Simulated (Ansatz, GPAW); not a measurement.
## Cutoff, mesh and smearing for blue phosphorene bilayer, AA

Wanted: a convergence study on the slab blue phosphorene bilayer, AA. Where a layer proves gapped, the work function hangs on where the smearing puts the Fermi level, and the band edges take its place.

Calculated with GPAW 26.7.0 and Ansatz 0.2.0; Ansatz plane waves; layer without images along its normal, relaxation of atoms and in-plane cell, with D3(BJ) dispersion, in the first sound run; inputs show where later runs differ.

Report form: the programs' logs are mostly left out.

## (1) Set-up

The cell holds 4 atoms: 4 P. Cell: a = 3.280 Å, b = 3.280 Å, c = 23.680 Å, α = 90.0°, β = 90.0°, γ = 120.0°. Regions: layer 1: blue phosphorene, 2 atoms (2 P); layer 2: blue phosphorene, 2 atoms (2 P). Vacuum lies along c.

## (2) Relaxing the atoms

The atoms are relaxed first, since the surface dipole, and with it the work function, follows the positions of the outer layers.

The input, input.yaml:

```yaml
crystal:
  lattice:
    - [3.28, 0.0, 0.0]
    - [-1.64, 2.8405633244, 0.0]
    - [0.0, 0.0, 23.6799999985]
  atoms:
    - { symbol: P, position: [0.6666666667, 0.3333333333, 0.3800675676] }
    - { symbol: P, position: [0.3333333333, 0.6666666667, 0.4324324324] }
    - { symbol: P, position: [0.6666666667, 0.3333333333, 0.5675675676] }
    - { symbol: P, position: [0.3333333333, 0.6666666667, 0.6199324324] }
  periodic: [true, true, false]
kpoints:
  mp_grid: { grid: [12, 12, 1] }
hamiltonian:
  xc: pbe
  dispersion: d3bj
scf:
  occupations: { method: fermi_dirac, width: 0.05 }
relax:
  f_tol: 0.01
  max_steps: 90
  cell: {}
```

Started as:

```
$ ansatz run input.yaml --threads 4 --pin off --max-ram 8192MiB --backend cpu --events-out ev --progress --plain --runs-dir out
```

The job ended after 12 s (4 threads of Intel Xeon Platinum 8488C (Sapphire Rapids), shared host; peak memory 0.63 GiB).

The steps of the relaxation:

| step | energy less that of the first step (eV) | largest force component (eV/Å) | volume (Å³) |
| --- | --- | --- | --- |
| 1 | 0.0000 | 0.0155 | 327.59 |
| 2 | 0.0035 | 0.2881 | 321.63 |
| 3 | -0.0067 | 0.0630 | 321.11 |
| 4 | -0.0078 | 0.0433 | 322.32 |
| 5 | -0.0079 | 0.0035 | 322.35 |
| 6* | -0.0078 | 0.0035 | 322.35 |

Relaxation steps marked * repeat the geometry before them on a plane-wave basis chosen anew for their cell, so energy and pressure can jump there. Relaxation step 2 was tried and not accepted.

The run keeps the 12 symmetry operations that it works with, so distortions that break them were not tested.

```
cell as run  before  after  change
      a (Å)   3.280  3.254  -0.8 %
      b (Å)   3.280  3.254  -0.8 %
```

The atoms that moved most (Å, along periodic axes as changes of fractional coordinates times the final cell, across vacuum about the mean position):

```
atom     dx     dy      dz  length
  P3  0.000  0.000  -0.038   0.038
  P2  0.000  0.000   0.038   0.038
  P1  0.000  0.000   0.033   0.033
  P4  0.000  0.000  -0.033   0.033
```

The relaxed structure:

```xyz
4
Lattice="3.2537 0.0000 0.0000 -1.6268 2.8178 0.0000 0.0000 0.0000 35.1600" Properties=species:S:1:pos:R:3
P     1.6268    0.9393    9.0334
P     0.0000    1.8785   10.2785
P     1.6268    0.9393   13.4015
P     0.0000    1.8785   14.6466
```

This step gave:

- free energy: -3023.6764 eV
- gap by band count: 0.9299 eV
- symmetry operations: 12

The relaxation lowered the energy of the cell by 0.00778 eV.

## (3) The slab's potential

The work function is the vacuum plateau of the electrostatic potential less the Fermi level; a dipole layer lets the two faces have plateaus of their own.

This step: GPAW, PAW setups; slab in vacuum (GPAW 26.7.0).

The cell differs from the one that the last finished run ended in (c 35.160 → 23.613 Å).

The input, run.py:

```python
import json
import numpy as np
from ase import Atoms
from gpaw import GPAW, PW

slab = Atoms(
    ['P', 'P', 'P', 'P'],
    positions=[
        [1.62684, 0.93926, 9.00000],
        [0.00000, 1.87851, 10.24509],
        [1.62684, 0.93926, 13.36810],
        [0.00000, 1.87851, 14.61319]],
    cell=[[3.25368, 0.0, -0.0], [-1.62684, 2.81777, -0.0], [-0.0, -0.0, 23.6132]],
    pbc=[True, True, False])

slab.calc = GPAW(mode=PW(400), xc='PBE', kpts={'size': (12, 12, 1), 'gamma': True},
                 occupations={'name': 'fermi-dirac', 'width': 0.05}, nbands='140%',
                 convergence={'density': 1e-05}, maxiter=200,
                 poissonsolver={'dipolelayer': 'xy'},
                 symmetry={'tolerance': 1e-3}, txt='slab.txt')
result = {}
energy = slab.get_potential_energy()
fermi = slab.calc.get_fermi_level()
v = slab.calc.get_electrostatic_potential().mean((0, 1)) - fermi
n = slab.calc.get_pseudo_density().mean((0, 1))
L = slab.cell[2, 2]
z = np.arange(len(v)) * L / len(v)
low, high = slab.positions[:, 2].min(), slab.positions[:, 2].max()
below, above = np.interp([low - 6.8, high + 6.8], z, v)
slopes = [np.interp(x, z, np.gradient(v, z)) for x in (low - 6.8, high + 6.8)]
eps = np.array([[slab.calc.get_eigenvalues(k, s) for k in range(len(slab.calc.get_ibz_k_points()))]
                for s in range(slab.calc.get_number_of_spins())]) - fermi
top, bottom = eps[eps < 0].max(), eps[eps > 0].min()
dipole = slab.get_dipole_moment()[2]
print(f'energy {energy:.4f} eV, Fermi level {fermi:.4f} eV, dipole {dipole:.5f} e A')
print(f'potential 6.8 A off the faces, from the Fermi level: lower {below:.4f} eV, upper {above:.4f} eV')
print(f'slope of the potential there: lower {slopes[0]:.5f}, upper {slopes[1]:.5f} eV/A')
print(f'nearest levels on the mesh: {top:.4f} and {bottom:.4f} eV')
print('magnetic moment', round(slab.get_magnetic_moment(), 3))
result.update(energy=energy, fermi=fermi, dipole=dipole, below=below, above=above, slopes=slopes, edges=[top, bottom],
              z=z.tolist(), v=v.tolist(), n=n.tolist(), positions=slab.positions.tolist(),
              forces=slab.get_forces(apply_constraint=False).tolist(), moments=slab.get_magnetic_moments().tolist())
json.dump(result, open('result.json', 'w'))
```

Started as:

```
$ OMP_NUM_THREADS=1 OPENBLAS_NUM_THREADS=1 python run.py
```

Elapsed: 17 s, on 1 thread; peak memory 0.19 GiB.

This step gave:

```
dipole along the normal                    : -7.51e-5 e·Å
levels nearest the Fermi level on the mesh : -0.5076, 0.4225 eV from the Fermi level
upper work function                        : 4.988 eV
lower work function                        : 4.985 eV
upper ionisation energy                    : 5.495 eV
```

The electrostatic potential energy of an electron (without an applied field's), less the Fermi level, planar mean by z:

```
z (Å)  electrostatic potential energy of an electron (without an applied field's), less the Fermi level, planar mean (eV)
  0.0                                                                                                                4.99
  0.5                                                                                                                4.99
  1.0                                                                                                                4.99
  1.5                                                                                                                4.99
  2.0                                                                                                                4.99
  2.5                                                                                                                4.99
  3.0                                                                                                                4.99
  3.5                                                                                                                4.99
  4.0                                                                                                                4.99
  4.5                                                                                                                4.99
  5.0                                                                                                                4.99
  5.5                                                                                                                4.98
  6.0                                                                                                                4.97
  6.5                                                                                                                4.94
  7.0                                                                                                                4.81
  7.5                                                                                                                4.29
  8.0                                                                                                                2.15
  8.5                                                                                                               -5.60
  9.0                                                                                                               -16.6
  9.5                                                                                                               -10.2
 10.0                                                                                                               -14.3
 10.5                                                                                                               -12.3
 11.0                                                                                                              -0.624
 11.5                                                                                                                3.40
 12.0                                                                                                                3.69
 12.5                                                                                                               0.820
 13.0                                                                                                               -9.13
 13.5                                                                                                               -16.0
 14.0                                                                                                               -9.61
 14.5                                                                                                               -16.1
 15.0                                                                                                               -8.60
 15.5                                                                                                                1.12
 16.0                                                                                                                4.03
 16.5                                                                                                                4.75
 17.0                                                                                                                4.93
 17.5                                                                                                                4.97
 18.0                                                                                                                4.98
 18.5                                                                                                                4.99
 19.0                                                                                                                4.99
 19.5                                                                                                                4.99
 20.0                                                                                                                4.99
 20.5                                                                                                                4.99
 21.0                                                                                                                4.99
 21.5                                                                                                                4.99
 22.0                                                                                                                4.99
 22.5                                                                                                                4.99
 23.0                                                                                                                4.99
 23.5                                                                                                                4.99
```

Table of pseudo valence density, planar mean by z:

| z (Å) | pseudo valence density, planar mean (e/Å³) |
| --- | --- |
| 5 | 3.1e-5 |
| 6 | 4.7e-4 |
| 7 | 0.00760 |
| 8 | 0.117 |
| 9 | 0.315 |
| 10 | 0.396 |
| 11 | 0.199 |
| 12 | 0.0607 |
| 13 | 0.291 |
| 14 | 0.472 |
| 15 | 0.292 |
| 16 | 0.0429 |
| 17 | 0.00256 |
| 18 | 1.6e-4 |
| 19 | 1.1e-5 |

Force by atom:

| atom | x (eV/Å) | y (eV/Å) | z (eV/Å) | size |
| --- | --- | --- | --- | --- |
| P1 | 0.000 | 0.000 | -0.134 | 0.134 |
| P2 | 0.000 | 0.000 | -0.026 | 0.026 |
| P3 | 0.000 | 0.000 | 0.026 | 0.026 |
| P4 | 0.000 | 0.000 | 0.134 | 0.134 |

The layer is gapped, so the Fermi level lies somewhere inside the gap, set by smearing and numerics, and these work functions are no property of the material; the band edges below the vacuum level are. The potential is flat to 8.5e-5 eV/Å where it is read, so the vacuum is wide enough. The geometry is the other program's minimum (found with a dispersion term); here the largest force on a free atom is 0.13 eV/Å.

## (4) Cutoff 200

The cutoff limits how sharply the smooth valence waves can vary, which tells mostly near the atoms.

run.py: that of step 3 with these lines changed.

```diff
@@ -15,3 +15,3 @@
 
-slab.calc = GPAW(mode=PW(400), xc='PBE', kpts={'size': (12, 12, 1), 'gamma': True},
+slab.calc = GPAW(mode=PW(200), xc='PBE', kpts={'size': (12, 12, 1), 'gamma': True},
                  occupations={'name': 'fermi-dirac', 'width': 0.05}, nbands='140%',
```

The job ended after 7.6 s (1 thread; peak memory 0.14 GiB).

The run finished. A setting was moved off its sound value on purpose, so it serves as a test and not as the result.

The fault put into the input: a cutoff under that of the base run: the energy of the cell lies 0.058 eV from the base value, and the gap on the mesh is 0.934 eV against 0.930 (ecut = 200).

The two runs compared:

```
                    quantity  this run  sound run  difference
    upper work function (eV)    4.9850     4.9876    -0.00252
    lower work function (eV)    4.9829     4.9854    -0.00251
upper ionisation energy (eV)    5.4948     5.4951     -3.5e-4
```

## (5) Cutoff 300

run.py: that of step 4 with these lines changed.

```diff
@@ -15,3 +15,3 @@
 
-slab.calc = GPAW(mode=PW(200), xc='PBE', kpts={'size': (12, 12, 1), 'gamma': True},
+slab.calc = GPAW(mode=PW(300), xc='PBE', kpts={'size': (12, 12, 1), 'gamma': True},
                  occupations={'name': 'fermi-dirac', 'width': 0.05}, nbands='140%',
```

Wall time 10 s (1 thread); peak memory 0.16 GiB.

The run finished. A setting was moved off its sound value on purpose, so it serves as a test and not as the result.

The fault put into the input: a cutoff under that of the base run: the energy of the cell lies 0.015 eV from the base value, and the gap on the mesh is 0.930 eV against 0.930 (ecut = 300).

The two runs compared:

```csv
quantity,this run,sound run,difference
upper work function (eV),4.9875,4.9876,-6.7e-5
lower work function (eV),4.9853,4.9854,-6.7e-5
upper ionisation energy (eV),5.4951,5.4951,-5.3e-5
```

## (6) Cutoff 700: ecut = 700

run.py: that of step 5 with these lines changed.

```diff
@@ -15,3 +15,3 @@
 
-slab.calc = GPAW(mode=PW(300), xc='PBE', kpts={'size': (12, 12, 1), 'gamma': True},
+slab.calc = GPAW(mode=PW(700), xc='PBE', kpts={'size': (12, 12, 1), 'gamma': True},
                  occupations={'name': 'fermi-dirac', 'width': 0.05}, nbands='140%',
```

Elapsed: 32 s, on 1 thread; peak memory 0.28 GiB.

This step gave:

```
levels nearest the Fermi level on the mesh : -0.5073, 0.4224 eV from the Fermi level
```

The electrostatic potential energy of an electron (without an applied field's), less the Fermi level, planar mean oscillates, so the rows of the table below give means over windows of 1 Å about each position, cut where the curve ends. Its maxima inside the range that stand out by 2 % of the span (Å: eV): 9.6: -9.55, 11.8: 3.88, 14.0: -9.55. Its minima: 9.0: -16.7, 10.2: -16.7, 13.4: -16.7, 14.6: -16.7.

Electrostatic potential energy of an electron (without an applied field's), less the Fermi level, planar mean against z; means over each step:

z (Å), electrostatic potential energy of an electron (without an applied field's), less the Fermi level, planar mean (eV) and a bar from the least value:
```
        0        5.0 ##############################
        1        5.0 ##############################
        2        5.0 ##############################
        3        5.0 ##############################
        4        5.0 ##############################
        5        5.0 ##############################
        6        5.0 ##############################
        7        4.8 ##############################
        8        1.2 ########################
        9      -12.9 
       10      -13.2 
       11       -2.0 ##################
       12        3.2 ###########################
       13       -8.9 #######
       14      -12.3 #
       15       -8.5 ########
       16        3.7 ############################
       17        4.9 ##############################
       18        5.0 ##############################
       19        5.0 ##############################
       20        5.0 ##############################
       21        5.0 ##############################
       22        5.0 ##############################
       23        5.0 ##############################
```

The pseudo valence density, planar mean by z:

| z (Å) | pseudo valence density, planar mean (e/Å³) |
| --- | --- |
| 5 | 3.0e-5 |
| 6 | 4.6e-4 |
| 7 | 0.00754 |
| 8 | 0.117 |
| 9 | 0.306 |
| 10 | 0.398 |
| 11 | 0.198 |
| 12 | 0.0612 |
| 13 | 0.296 |
| 14 | 0.476 |
| 15 | 0.291 |
| 16 | 0.0431 |
| 17 | 0.00249 |
| 18 | 1.6e-4 |
| 19 | 1.1e-5 |

Force by atom:

| atom | x (eV/Å) | y (eV/Å) | z (eV/Å) | size |
| --- | --- | --- | --- | --- |
| P1 | 0.000 | 0.000 | -0.134 | 0.134 |
| P2 | 0.000 | 0.000 | -0.026 | 0.026 |
| P3 | 0.000 | 0.000 | 0.026 | 0.026 |
| P4 | 0.000 | 0.000 | 0.134 | 0.134 |

The highest filled level lies 0.507 eV under the Fermi level, so the ionisation energy from the upper face is 4.988 + 0.507 = 5.495 eV, against 5.495 eV in the base run.

## (7) K mesh 4×4

The mesh in the plane samples the bands: a metal's Fermi level needs it dense, and band edges must lie on it.

run.py: that of step 6 with these lines changed.

```diff
@@ -15,3 +15,3 @@
 
-slab.calc = GPAW(mode=PW(700), xc='PBE', kpts={'size': (12, 12, 1), 'gamma': True},
+slab.calc = GPAW(mode=PW(400), xc='PBE', kpts={'size': (4, 4, 1), 'gamma': True},
                  occupations={'name': 'fermi-dirac', 'width': 0.05}, nbands='140%',
```

Run time: 7.1 s. Hardware: 1 thread; peak memory 0.16 GiB.

The run finished with changed settings (kpts = [4, 4]); it serves as a test.

The two runs compared:

| quantity | this run | sound run | difference |
| --- | --- | --- | --- |
| upper work function (eV) | 4.9278 | 4.9876 | -0.0598 |
| lower work function (eV) | 4.9256 | 4.9854 | -0.0598 |
| upper ionisation energy (eV) | 5.5636 | 5.4951 | 0.0685 |

One result that differs is the upper ionisation energy, 5.56 eV against 5.50 eV.

## (8) K mesh 7×7

run.py: that of step 7 with these lines changed.

```diff
@@ -15,3 +15,3 @@
 
-slab.calc = GPAW(mode=PW(400), xc='PBE', kpts={'size': (4, 4, 1), 'gamma': True},
+slab.calc = GPAW(mode=PW(400), xc='PBE', kpts={'size': (7, 7, 1), 'gamma': True},
                  occupations={'name': 'fermi-dirac', 'width': 0.05}, nbands='140%',
```

Wall time 9.5 s (1 thread); peak memory 0.17 GiB.

The run finished with changed settings (kpts = [7, 7]); it serves as a test.

Side by side:

```
                    quantity  this run  sound run  difference
    upper work function (eV)    4.9554     4.9876     -0.0322
    lower work function (eV)    4.9532     4.9854     -0.0322
upper ionisation energy (eV)    5.4960     5.4951      8.6e-4
```

The two runs differ clearly in the lower work function: 4.95 eV against 4.99 eV.

[end of part 1 of 2]

[Logs are printed without paths, hosts, clocks, repeated set-up lines and the standing remarks that a program may print on its own settings, such as how far it seeks lower states.]

[Hosts, paths, dates, database ids (printed as entryN), source tags and the programs' standing remarks are cut or masked in the printed files.]
